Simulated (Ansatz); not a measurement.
The system is AlRu.

```
CELL_PARAMETERS angstrom
2.99160 0.00000 0.00000
0.00000 2.99160 0.00000
0.00000 0.00000 2.99160
ATOMIC_POSITIONS crystal
Ru 0.50000 0.50000 0.50000
Al 0.00000 0.00000 0.00000
```

Program: Ansatz 0.2.0. Alike in all runs: potentials or basis Ansatz PAW; cell as given; cutoff (eV) 420; smearing fermi-dirac 0.05 eV; the mesh is coarse, so values aren't converged.

Question: Order these runs on this cell by their pressure, lowest first.
A. level HSE06; spin off; k mesh 5 × 5 × 5; points for each segment of the path 4
B. level B3LYP; spin off; k mesh 5 × 5 × 5
C. level HSE06; spin SOC, no magnetisation; k mesh 4 × 4 × 4

Answer: C (-7.1 GPa), A (-2.9 GPa), B (3.4 GPa).

Caveats: all runs use coarse meshes; the PAW data sets come from PBE, with cores solved anew for the run's functional, which leaves a small shift of forces and pressure; the thresholds are loose for stress.
